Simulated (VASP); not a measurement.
Runs of VASP 6.6.1 on CdTe. The structure is cubic, space group F-43m (No. 216). The conventional cell has a = 6.367 Å, b = 6.367 Å, c = 6.367 Å, α = 90.00°, β = 90.00°, γ = 90.00°. Around Te (site symmetry -43m) lie 4 Cd at 2.76 Å. Cd (site symmetry -43m) is surrounded by 4 Te at 2.76 Å. 

| task | level | cell | cutoff (eV) | gap on the mesh (eV) | pressure (GPa) |
| --- | --- | --- | --- | --- | --- |
| single point | BLYP | F-43m, 32.26 Å³/atom | 520 | 0.89 | 8.5 |
| single point | r2SCAN+D3(BJ) | F-43m, 34.9 Å³/atom | 520 | 1.19 | (b) |
| single point | PBE | F-43m, 32.92 Å³/atom | 520 | 0.87 | (c) |
| single point | PBEsol | F-43m, 34.16 Å³/atom | 520 | 0.65 | (a) |
| relaxation of cell and atoms | PBEsol | relaxed | 600 | 0.64 | 0.0 |

Alike in all rows: potentials or basis VASP PAW PBE potentials, release 64 (Te, Cd); no spin polarisation; k mesh 7 × 7 × 7; smearing fermi-dirac 0.05 eV.

Q: Estimate the missing entries.

A: (a) 0.2; (b) -0.2; (c) 4.4.

Caveats: spin-orbit coupling is left out, which moves the levels of the heavy elements; the PAW data sets were made with another functional, which shifts forces and pressure a little (some runs).

A k mesh can miss the band edges, and the runs leave out spin-orbit coupling on Cd, Te.
